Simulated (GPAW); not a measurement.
Wanted: an ASE script for a GPAW 26.7.0 run.

| Quantity | Value |
| --- | --- |
| Task | dielectric tensor |
| Functional | LDA |
| Potentials or basis | the program's PAW data sets (release 1.2.1) made for this functional |
| Cutoff | 600 eV |
| Basis | pw |
| k mesh | 6 × 6 × 6 |
| Occupations | fermi-dirac, width 0.001 eV |
| Spin | no spin polarisation |
| Response ecut | 80 eV |
| Maxiter | 150 |
| Response k mesh | 12 × 12 × 12 |
| Response bands | 60 |
| Kernels | ["RPA", "LR0.3", "ALDA_X"] |
| Coarser k mesh | 8 × 8 × 8 |

The system is BaTiO3.

```
Ba Ti O
1.0
     2.82737    1.63238    2.31839
    -2.82737    1.63238    2.31839
     0.00000   -3.26476    2.31839
Ba Ti O
1 1 3
Direct
  0.00000 0.00000 0.00000
  0.48450 0.48450 0.48450
  0.50860 0.01750 0.50860
  0.01750 0.50860 0.50860
  0.50860 0.50860 0.01750
```

The input as run:

run.py

```python
import numpy as np
from ase import Atoms
from ase.dft.bandgap import bandgap
from ase.io import write
from gpaw import GPAW, PW
from gpaw.response.df import DielectricFunction

atoms = Atoms(['Ba', 'Ti', 'O', 'O', 'O'],
              cell=[[2.8273666084, 1.6323808724, 2.3183934932],
                    [-2.8273666084, 1.6323808724, 2.3183934932],
                    [0.0, -3.2647617449, 2.3183934932]],
              scaled_positions=[[0.0, 0.0, 0.0],
                                [0.4845, 0.4845, 0.4845],
                                [0.5086, 0.0175, 0.5086],
                                [0.0175, 0.5086, 0.5086],
                                [0.5086, 0.5086, 0.0175]],
              pbc=True)

calc = GPAW(mode=PW(600),
            xc='LDA',
            kpts={'size': (6, 6, 6), 'gamma': True},
            occupations={'name': 'fermi-dirac', 'width': 0.001},
            nbands=36,
            convergence={'density': 1e-06},
            maxiter=150,
            txt='gpaw.txt')
atoms.calc = calc
energy = atoms.get_potential_energy()
calc.write('gs.gpw')
write('result.traj', atoms)
print(f'Energy: {energy:.6f} eV')
print('Fermi level:', round(calc.get_fermi_level(), 4), 'eV')
print(f'Gap: {bandgap(calc)[0]:.4f} eV, direct: {bandgap(calc, direct=True)[0]:.4f} eV')

for size in [(8, 8, 8), (12, 12, 12)]:
    name = 'x'.join(str(n) for n in size)
    dense = calc.fixed_density(kpts={'size': size, 'gamma': True},
                               nbands=66, convergence={'bands': 60, 'eigenstates': 1e-7},
                               update_fermi_level=True, txt=f'dense-{name}.txt')
    dense.write(f'{name}.gpw', mode='all')
    df = DielectricFunction(f'{name}.gpw', frequencies=np.array([0.0]), hilbert=False, eta=0.001,
                            ecut=80, nbands=60, intraband=False, txt=f'df-{name}.txt')
    for xc in ['RPA', 'LR0.3', 'ALDA_X']:
        for direction in ['x', 'y', 'z', [0, 1, 1], [1, 0, 1], [1, 1, 0]]:
            e0, e = df.get_macroscopic_dielectric_constant(xc=xc, direction=direction)
            print(f'{name} {xc} {direction}: {e0:.4f} without, {e:.4f} with local fields')
```

Potentials or basis: the program's PAW data sets (release 1.2.1) made for this functional, pw.

Command:

```console
$ OMP_NUM_THREADS=1 python run.py
```

It gave:

```
Band gap on the k mesh                  : 2.33 eV, indirect (least direct gap 2.72 eV)
Electronic dielectric tensor (diagonal) : 5.60, 5.60, 5.16
```

Caveat: the long-wavelength limit can be off by several per cent where d states take part; spin-orbit coupling is left out, which moves the levels of the heavy elements.

It took 16 min on 1 thread of Arm Neoverse V2, on a shared host, peak memory 2.1 GiB.
